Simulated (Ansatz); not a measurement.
# 1T-VClI bilayer (like faces together) in a perpendicular field, part 3 of 3

Wanted: the out-of-plane response of the 1T-VClI bilayer (like faces together). A positive field points along +c.

Ansatz 0.2.0; plane-wave DFT, PBE-D3(BJ), Ansatz PAW.

So far. Step 7 (Single point, field 0.2 V/Å): The dipole is 0.127 e·Å, 0.130 e·Å from its value without field, and the gap 0.792 eV.

**8. Atoms held, field 0.3 V/Å**

The input, input.yaml:

```yaml
crystal:
  lattice:
    - [3.8400474932, 0.0, 0.0]
    - [-1.9200237466, 3.3255786808, 0.0]
    - [0.0, 0.0, 26.6862148841]
  atoms:
    - { symbol: I, position: [0.6666666667, 0.3333333333, 0.3372527741], spin: -0.03 }
    - { symbol: V, position: [0.0, 0.0, 0.4006010599], spin: 2.47 }
    - { symbol: Cl, position: [0.3333333333, 0.6666666667, 0.4462013105] }
    - { symbol: I, position: [0.0, 0.0, 0.6627472259], spin: 0.03 }
    - { symbol: V, position: [0.3333333333, 0.6666666667, 0.5994142725], spin: -2.47 }
    - { symbol: Cl, position: [0.6666666667, 0.3333333333, 0.5537704717] }
magnetization:
  spin_polarized: true
kpoints:
  mp_grid: { grid: [12, 12, 1] }
  band_path:
    path: [[0, 0, 0], [0.5, 0, 0], [0.33333333, 0.33333333, 0], [0, 0, 0]]
    npoints: 16
hamiltonian:
  xc: pbe
  dispersion: d3bj
scf:
  occupations: { method: fermi_dirac, width: 0.05 }
  convergence: { dr2_threshold: 1.0e-10 }
efield:
  axis: 3
  dipole_correction: true
  ramp_position: 0.97
  ramp_width: 0.06
  amplitude: 0.3
output:
  dos: { projected: true, e_range: [-6, 5] }
  bader: true
  write_potential: true
  write_density: true
  volumetric_format: npy
  elf: true
```

Started as:

```sh
ansatz run input.yaml --threads 4 --pin off --max-ram 6144MiB --backend cpu --events-out ev --progress --plain --runs-dir out
```

Numbers of over 12 decimals in the logs are rounded to 6 here.

The program printed:

```text
[...]
Crystal: 6 atoms, lattice volume = 340.793 Å³
Basis set: ecut = 420 eV, 6617 PW (Γ)
Bands: 48, of which v1, the nominal top of the filled ones, is band 37 counted from 1 (36 counted from 0)
Symmetry: 6 space group operations
k-points: 19 of 144 (time reversal used)
[...]
Starting moments: Σ|m| = 5 μB on 4 of 6 sites
[...]
--- Bader charges: 6 sites ---
  site symbol  charge [e]  shift [e]    m [muB]
     0      I     -0.5287     0.0000     0.0915
     1      V      1.2163     0.0007     2.7672
     2     Cl     -0.6923     0.0008     0.1353
     3      I     -0.5000     0.0000    -0.0843
     4      V      1.2108     0.0007    -2.7698
     5     Cl     -0.7062     0.0008    -0.1391
  estimated error of the sums over rays = 2.8e-4 e
[key lines of the parts left out:]
SCF converged after 16 iterations
Magnetization: 0.0008 μB (37.0004 up, 36.9996 down)
Free energy (F): -23015.843880 eV
Fermi energy:    2.050815 eV
Dipole field:    D = 0.102427 V/Å  (p = 0.192905 e·Å, saw-weighted, corrected)
```

Elapsed: 21 s, on 4 threads of AMD EPYC 9R45, shared host; peak memory 1.3 GiB; 81 s of CPU time.

The dipole is 0.193 e·Å, 0.195 e·Å from its value without field, and the gap 0.628 eV.

**9. Response, atoms held**

This step: plane-wave DFT, PBE-D3(BJ), Ansatz PAW; response to a field along the normal, atoms held (Ansatz 0.2.0).

The dipoles give the slope, and the difference of two potentials shows where the field is screened.

This step gave:

```yaml
equivalent_conductor_thickness_p_eps_0ae: 9.186 Å
distance_between_the_outer_atoms: 8.686 Å
```

The dipole of the cell by applied field:

| applied field (V/Å) | dipole of the cell (e·Å) |
| --- | --- |
| -0.050 | -0.0348 |
| 0.000 | -0.00234 |
| 0.050 | 0.0301 |
| 0.100 | 0.0625 |
| 0.200 | 0.127 |
| 0.300 | 0.193 |

Total moment against applied field:

| applied field (V/Å) | total moment (μB) |
| --- | --- |
| -0.050 | -4.1e-6 |
| 0.000 | 2.5e-6 |
| 0.050 | 1.1e-5 |
| 0.100 | 2.8e-5 |
| 0.200 | 1.6e-4 |
| 0.300 | 7.9e-4 |

Local field over the applied field, running mean. From the potentials at -0.05 and 0.05 V/Å; running mean over 2.5 Å. The local field over applied field by z:

z (Å), local field over applied field and a bar from the least value:
```
      4.5      0.998 ##############################
      5.0      0.994 ##############################
      5.5      0.983 #############################
      6.0      0.955 #############################
      6.5      0.888 ##########################
      7.0      0.765 ######################
      7.5      0.603 #################
      8.0      0.426 ###########
      8.5      0.261 #####
      9.0      0.147 #
      9.5      0.108 
     10.0      0.112 
     10.5      0.128 #
     11.0      0.165 ##
     11.5      0.223 ####
     12.0      0.303 #######
     12.5      0.393 ##########
     13.0      0.458 ############
     13.5      0.470 ############
     14.0      0.424 ###########
     14.5      0.339 ########
     15.0      0.252 #####
     15.5      0.185 ###
     16.0      0.139 #
     16.5      0.116 
     17.0      0.107 
     17.5      0.124 #
     18.0      0.210 ###
     18.5      0.361 #########
     19.0      0.538 ##############
     19.5      0.707 ####################
     20.0      0.849 #########################
     20.5      0.935 ############################
     21.0      0.976 #############################
     21.5      0.991 ##############################
     22.0      0.997 ##############################
     22.5      0.999 ##############################
```

The induced electron density oscillates, so the rows of the table below give means over windows of 1 Å about each position, cut where the curve ends. Its maxima inside the range that stand out by 2 % of the span (Å: e/Å³ per V/Å): 7.9: 0.00347, 11.1: 8.5e-4, 14.1: 0.00267, 16.6: 0.00156. Its minima: 10.1: -0.00154, 12.6: -0.00268, 15.6: -8.4e-4, 18.8: -0.00347.

Electrons, planar mean, per unit field. Table of induced electron density by z; means over each step:

| z (Å) | induced electron density (e/Å³ per V/Å) |
| --- | --- |
| 5 | 3.0e-5 |
| 6 | 2.5e-4 |
| 7 | 0.00154 |
| 8 | 0.00277 |
| 9 | 7.8e-4 |
| 10 | -9.3e-4 |
| 11 | 3.1e-4 |
| 12 | -0.00134 |
| 13 | -0.00148 |
| 14 | 0.00213 |
| 15 | 5.3e-4 |
| 16 | 1.5e-4 |
| 17 | 5.9e-4 |
| 18 | -0.00134 |
| 19 | -0.00292 |
| 20 | -9.3e-4 |
| 21 | -1.3e-4 |
| 22 | -1.5e-5 |

By hand: between -0.05 and 0.05 V/Å the dipole changes by 0.06483 e·Å, a slope of 0.6483 e·Å²/V. A perfect conductor of thickness t has p = ε₀AEt, so t = 180.95 × 0.6483 / 12.770 = 9.19 Å (e/ε₀ = 180.95 V·Å, A in Å²).

The induced dipole is that of a conductor 9.19 Å thick.

**10. A changed input**

This step: plane-wave DFT, PBE-D3(BJ), Ansatz PAW (Ansatz 0.2.0).

A run with a changed input: it repeats the earlier run at 0.05 V/Å with efield.dipole_correction from true to false.

input.yaml: that of step 8 with these lines changed.

```diff
@@ -27,9 +27,7 @@
   axis: 3
-  dipole_correction: true
+  dipole_correction: false
   ramp_position: 0.97
   ramp_width: 0.06
-  amplitude: 0.3
+  amplitude: 0.05
 output:
-  dos: { projected: true, e_range: [-6, 5] }
-  bader: true
   write_potential: true
@@ -37,2 +35 @@
   volumetric_format: npy
-  elf: true
```

The program printed:

```text
[...]
Crystal: 6 atoms, lattice volume = 340.793 Å³
Basis set: ecut = 420 eV, 6617 PW (Γ)
Bands: 48, of which v1, the nominal top of the filled ones, is band 37 counted from 1 (36 counted from 0)
Symmetry: 6 space group operations
k-points: 19 of 144 (time reversal used)
[...]
Starting moments: Σ|m| = 5 μB on 4 of 6 sites
[...]
SCF iter   1: F=—  HF=-23014.178557 eV  |F-HF|=—  |Δ(HF+E_count)|=         —  Δρ=2.09e-2 (↑2.08e-2 ↓2.09e-2)  dr2=3.12e0  dr2_m=8.36e-1  M=0.005 μB ∫|m|=6.345 μB  β_m=0.30  ethr=3.10e-3  p=-0.000 e·Å  V_vac-E_F(+/−)=5.17/3.95 eV  ⟨swp⟩=11.3  Hψ=9019  notcnv=0  defer=14
[...]
SCF iter  14: F=-23015.816427 eV  HF=-23015.816427 eV  |F-HF|=3.64e-11  |Δ(HF+E_count)|=  3.64e-11  Δρ=2.29e-8 (↑1.88e-8 ↓2.29e-8)  dr2=1.46e-11  dr2_m=1.22e-13  M=0.000 μB ∫|m|=6.289 μB  ethr=1.00e-12  p=0.046 e·Å  V_vac-E_F(+/−)=4.15/2.98 eV  ⟨swp⟩=13.6  Hψ=7542  notcnv=0
SCF 1 converged in 14 iterations: F = -23015.816427 eV  dr2 = 1.46e-11
[...]
SCF converged after 14 iterations
Magnetization: 0.0000 μB (37.0000 up, 37.0000 down)
Absolute magnetization: 6.2907 μB (∫|ρ↑−ρ↓|, with the PAW one-centre terms)
[...]
Per-site moments (μB) at R_I (Å): [(-0.029704, 1.150069), (2.470303, 1.043239), (0.00402081, 1.043239), (0.030654, 1.149967), (-2.471776, 1.043469), (-0.00513079, 1.043469)]
Free energy (F): -23015.816427 eV
[...]
Internal energy: -23015.816415 eV  (E = F + TS)
E sigma→0 (E₀):  -23015.816421 eV
Entropy (-TS):   -0.000012 eV (-0.002 meV/atom)
Fermi energy:    2.057135 eV
Dipole field:    D = 0.024351 V/Å  (p = 0.045861 e·Å, saw-weighted)
Work function:   not extracted (applied field tilts the vacuum); planar V_es + V_field profile in the machine report
[...]
--- Band table (eV; the first three rows and the last of 38) ---
  k-point 0 ↑: bands = [... 33 lower, -0.2734, 0.7254, 0.7254, 1.0645, 3.0715, 3.0715, 3.3828, 3.3828, ... 7 higher]
  k-point 1 ↑: bands = [... 33 lower, -0.3607, 0.7549, 0.8217, 1.1496, 2.8848, 3.0380, 3.3570, 3.4866, ... 7 higher]
  k-point 2 ↑: bands = [... 33 lower, -0.5769, 0.7243, 1.0015, 1.2756, 2.6452, 2.9772, 3.2779, 3.7439, ... 7 higher]
  k-point 18 ↓: bands = [... 33 lower, -1.9362, 1.1286, 1.2419, 1.5334, 2.7056, 3.3327, 3.6704, 3.6997, ... 7 higher]
```

Wall time 13 s (4 threads); peak memory 1.3 GiB.

| quantity | this run | earlier run | difference |
| --- | --- | --- | --- |
| dipole along the normal (e·Å) | 0.04586 | 0.03007 | 0.016 |
| gap along the path (eV) | 1.006 | 1.048 | -0.042 |

With the dipole correction off, the periodic images add a field of their own to the typed one.

What moves beyond 0.01 in its unit (for the dipole 0.5 % and 5e-5 e·Å): dipole along the normal (+0.0158 e·Å) and gap along the path (-0.0419 eV).

These numbers are not those of the isolated slab.

**11. Varying the input: efield.amplitude = 0.1**

Another changed input: it repeats the earlier run at 0.05 V/Å with efield.amplitude from 0.05 to 0.1.

input.yaml: that of step 10 with these lines changed.

```diff
@@ -27,6 +27,6 @@
   axis: 3
-  dipole_correction: false
+  dipole_correction: true
   ramp_position: 0.97
   ramp_width: 0.06
-  amplitude: 0.05
+  amplitude: 0.1
 output:
```

The program printed:

```text
[...]
Crystal: 6 atoms, lattice volume = 340.793 Å³
Basis set: ecut = 420 eV, 6617 PW (Γ)
Bands: 48, of which v1, the nominal top of the filled ones, is band 37 counted from 1 (36 counted from 0)
Symmetry: 6 space group operations
k-points: 19 of 144 (time reversal used)
[...]
Starting moments: Σ|m| = 5 μB on 4 of 6 sites
[...]
SCF iter   1: F=—  HF=-23014.171992 eV  |F-HF|=—  |Δ(HF+E_count)|=         —  Δρ=2.09e-2 (↑2.08e-2 ↓2.09e-2)  dr2=3.12e0  dr2_m=8.38e-1  M=0.000 μB ∫|m|=6.344 μB  β_m=0.30  ethr=3.10e-3  p=0.078 e·Å  D=4.17e-2 V/Å  ΔV_dip=-1.11 eV  dr2_dipole=1.04e-3  V_vac-E_F(+/−)=5.20/3.87 eV  ⟨swp⟩=11.5  Hψ=9064  notcnv=0  defer=13
[...]
SCF iter  16: F=-23015.818375 eV  HF=-23015.818375 eV  |F-HF|=6.55e-11  |Δ(HF+E_count)|=  1.53e-10  Δρ=4.84e-8 (↑4.84e-8 ↓4.53e-8)  dr2=2.87e-11  dr2_m=3.06e-13  M=0.000 μB ∫|m|=6.289 μB  ethr=1.00e-12  p=0.062 e·Å  D=3.32e-2 V/Å  ΔV_dip=-0.89 eV  dr2_dipole=5.82e-14  V_vac-E_F(+/−)=4.34/2.78 eV  ⟨swp⟩=14.5  Hψ=7222  notcnv=0
SCF 1 converged in 16 iterations: F = -23015.818375 eV  dr2 = 2.87e-11
[...]
SCF converged after 16 iterations
Magnetization: 0.0000 μB (37.0000 up, 37.0000 down)
Absolute magnetization: 6.2907 μB (∫|ρ↑−ρ↓|, with the PAW one-centre terms)
[...]
Per-site moments (μB) at R_I (Å): [(-0.029565, 1.150069), (2.470259, 1.043239), (0.00396526, 1.043239), (0.030795, 1.149967), (-2.471811, 1.043469), (-0.00519515, 1.043469)]
Free energy (F): -23015.818375 eV
[...]
Internal energy: -23015.818358 eV  (E = F + TS)
E sigma→0 (E₀):  -23015.818367 eV
Entropy (-TS):   -0.000017 eV (-0.003 meV/atom)
Fermi energy:    2.056682 eV
Dipole field:    D = 0.033182 V/Å  (p = 0.062494 e·Å, saw-weighted, corrected)
Work function:   not extracted (applied field tilts the vacuum); planar V_es + V_field profile in the machine report
[...]
--- Band table (eV; the first three rows and the last of 38) ---
  k-point 0 ↑: bands = [... 33 lower, -0.2488, 0.7036, 0.7036, 1.0431, 3.0496, 3.0496, 3.4038, 3.4038, ... 7 higher]
  k-point 1 ↑: bands = [... 33 lower, -0.3360, 0.7332, 0.8000, 1.1282, 2.8629, 3.0159, 3.3782, 3.5078, ... 7 higher]
  k-point 2 ↑: bands = [... 33 lower, -0.5521, 0.7027, 0.9796, 1.2541, 2.6233, 2.9552, 3.2990, 3.7652, ... 7 higher]
  k-point 18 ↓: bands = [... 33 lower, -1.9224, 1.1494, 1.2636, 1.5549, 2.7278, 3.3516, 3.6482, 3.6815, ... 7 higher]
```

The job ended after 14 s (4 threads; peak memory 1.3 GiB; 53 s of CPU time).

Numbers from this step:

```yaml
site_moments: -0.02956, 2.470, 0.003965, 0.03079, -2.472, -0.005195 μB
dipole_along_the_normal: 0.06249 e·Å
gap_along_the_path: 0.9623 eV
gap_the_smaller_of_path_and_mesh: 0.9623 eV
```

Deep bands are left out, so band numbers here count from the lowest band kept and differ from the log's. Electronic bands along the path, in eV, zero at the Fermi level of the run, which the smearing sets inside the gap; # counts the bands kept:

| point | up #14 | up #15 | up #16 | up #17 | down #14 | down #15 | down #16 | down #17 |
| --- | --- | --- | --- | --- | --- | --- | --- | --- |
| Γ | -1.35 | -1.01 | 0.99 | 0.99 | -1.15 | -0.82 | 1.14 | 1.14 |
| halfway | -0.94 | -0.75 | 0.54 | 0.87 | -0.74 | -0.55 | 0.74 | 0.92 |
| M | -0.83 | -0.82 | 0.86 | 0.94 | -0.63 | -0.61 | 0.66 | 1.15 |
| halfway | -0.91 | -0.75 | 0.59 | 1.10 | -0.71 | -0.55 | 0.80 | 1.10 |
| K | -1.00 | -0.71 | 0.46 | 1.12 | -0.79 | -0.50 | 0.67 | 1.29 |
| halfway | -0.97 | -0.73 | 0.59 | 0.72 | -0.77 | -0.53 | 0.78 | 0.93 |
| Γ | -1.35 | -1.01 | 0.99 | 0.99 | -1.15 | -0.82 | 1.14 | 1.14 |

| quantity | this run | earlier run | difference |
| --- | --- | --- | --- |
| dipole along the normal (e·Å) | 0.06249 | 0.03007 | 0.032 |
| gap along the path (eV) | 0.9623 | 1.048 | -0.086 |

The applied field differs, and the slope found earlier predicts a dipole of 0.0625 e·Å; this run gives 0.0625 e·Å, in line with it.

Besides the dipole, what moves beyond 0.01 in its unit (for the dipole 0.5 % and 5e-5 e·Å): gap along the path (-0.0859 eV).

**12. What came out**

| Item | Value |
| --- | --- |
| gap without field | 1.13 eV |
| ionisation energy, upper face | 4.20 eV |
| electron affinity, upper face | 3.06 eV |
| step between the vacuum levels | 0.0332 eV |
| equivalent conductor thickness, atoms held | 9.19 Å |

**Reading.** The induced dipole equals that of a perfect conductor 9.19 Å thick, while the outer atoms lie 8.69 Å apart; an out-of-plane ε follows only once a thickness t is chosen, by 1 − 1/ε = 9.19 Å / t. The two faces differ: the vacuum level above lies 0.03 eV higher than the one below. The gap goes from 1.13 eV to 0.63 eV at 0.3 V/Å. Semilocal functionals give gaps that are too small, and excitons are not included. The magnetic order is the one reached from the typed start; other orders were not compared. Spin-orbit coupling is left out, which matters for the bands of elements this heavy.

[Logs are printed without paths, hosts, clocks, repeated set-up lines and the standing remarks that a program may print on its own settings, such as how far it seeks lower states.]

[Hosts, paths, dates, database ids (printed as entryN), source tags and the programs' standing remarks are cut or masked in the printed files.]

[Maps of the electrostatic potential energy from Ansatz leave out the sawtooth potential of an applied field or a dipole correction, so their vacuum need not be flat; planar profiles and work functions include it.]
